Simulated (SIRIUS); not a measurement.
Runs of SIRIUS 7.12.0 on CdS (Greenockite). It takes space group P6_3mc (No. 186, hexagonal). Conventional cell: a = 4.150 Å, b = 4.150 Å, c = 6.737 Å, α = 90.00°, β = 90.00°, γ = 120.00°. Cd (site symmetry 3m) is surrounded by 4 S at 2.53 to 2.54 Å. S (site symmetry 3m) is surrounded by 4 Cd at 2.53 to 2.54 Å. 

```csv
task,level,potentials or basis,cutoff (eV),muffin tin radii,basis cutoff (gk_cutoff),valence relativity,reference energy of the basis,start of the SCF,gap on the mesh (eV),largest force (eV/Å)
single point,PBEsol,"all-electron FP-LAPW, apw+lo standard",174,"Cd 2.42, S 2.18 bohr",3.58 1/bohr,iora,0.1 Ha,LDA density,(a),0.07
band structure,PBE,"all-electron FP-LAPW (ZORA valence), apw+lo standard",167,"Cd 2.47, S 2.23 bohr",3.5 1/bohr,zora,0.1 Ha,LDA density,1.19,0.07
band structure,PBE,"all-electron FP-LAPW (no relativity for the valence, core without relativity), apw+lo standard",167,"Cd 2.47, S 2.23 bohr",3.5 1/bohr,none,0.1 Ha,LDA density,1.69,0.09
band structure,PBE,"all-electron FP-LAPW (Koelling-Harmon valence), apw+lo standard",167,"Cd 2.47, S 2.23 bohr",3.5 1/bohr,koelling_harmon,0.1 Ha,LDA density,1.19,0.07
```

Alike in all rows: no spin polarisation; cell as given; k mesh 7 × 7 × 4; smearing fermi-dirac 0.05 eV.

Estimate the missing entries.

(a) 1.05.

Caveats: an odd mesh through Γ misses points on the zone boundary, where band edges often lie (some runs); relativity is left out for the valence states, which matters for the heavier elements (some runs); relativity is left out for the core states (some runs).

A k mesh can miss the band edges, and the runs leave out spin-orbit coupling on Cd.

A gap of «none» marks a metal or a gap under the smearing width.

Not every run made on this cell is shown here.
